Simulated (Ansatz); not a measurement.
## Al: equation of state with PBEsol

**What was measured.**

“The interpretation of polycrystalline coherent inelastic neutron scattering from aluminium”, 2013, pmc:3831299 quotes, for a bulk crystal of Al: bulk modulus 76.9 GPa.

The system is Al.

```
Al
1.0
     0.00000    2.02481    2.02481
     2.02481    0.00000    2.02481
     2.02481    2.02481    0.00000
Al
1
Direct
  0.00000 0.00000 0.00000
```

- Program: Ansatz 0.2.0
- Task: equation of state
- Functional: PBEsol
- Potentials or basis: PseudoDojo PBEsol
- Cutoff: 544 eV
- Density cutoff: 2177 eV
- k mesh: 11 × 11 × 11
- Occupations: fermi-dirac, width 0.05 eV
- Spin: no spin polarisation

The equilibrium volume is 16.18 Å³/atom and the bulk modulus is 84 GPa. The pressure derivative of the bulk modulus is 4.5.

Energy against volume, from the lowest point:
```tsv
volume (Å³/atom)	energy (meV/atom)
15.607	5.53
15.939	0.83
16.271	0.00
16.603	2.65
16.935	8.40
17.267	16.94
17.599	27.94
```

All runs of the series together: 4.5 s on 2 threads of AMD EPYC 7R43 64-Core Processor (Zen 3), on a shared host.

Against the measured bulk modulus of Al, 76.9 GPa (quoted in “The interpretation of polycrystalline coherent inelastic neutron scattering from aluminium”, 2013, pmc:3831299), the calculated 84 GPa is off by +9.3 %. The fit is for a static lattice scaled at fixed shape and fixed fractional positions. The cell as given is a measured one (16.60 Å³/atom); PBEsol puts the equilibrium volume -2.6 % from it, thermal expansion not counted.
